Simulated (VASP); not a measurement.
Crystal: TePt.

```
Pt Te
1.0
     0.00000    3.24504    3.24504
     3.24504    0.00000    3.24504
     3.24504    3.24504    0.00000
Pt Te
1 1
Direct
  0.00000 0.00000 0.00000
  0.25000 0.25000 0.25000
```

Measurements of this composition are mostly on another form, of space group No. 166.

Base run:

* Program: VASP 6.6.1
* Functional: PBEsol
* Potentials or basis: VASP PAW PBE potentials, release 64 (Pt, Te)
* Cutoff: 520 eV
* k mesh: 5 × 5 × 5
* Occupations: gaussian, width 0.05 eV
* Spin: collinear spin, ferromagnetic start
* Starting moments: [0.5, 0.0] μB
* Hubbard terms: Pt d U = 7 eV

Its results: pressure -14.3 GPa; site moments Pt +0.03; Te +0.01 μB.

The run is repeated on the same cell with these changes: further incar settings from ALGO = Normal; EDIFF = 1e-06 to ALGO = Fast; EDIFF = 1e-07; fixed moment from none to 1 μB. What comes out?

Pressure -13.6 GPa; site moments Pt +0.51; Te +0.27 μB.

Caveats: the PAW data sets were made with another functional, which shifts forces and pressure a little; the U is typed as a test and isn't derived for this compound; the total moment is fixed, so each spin has its own Fermi level (some runs).
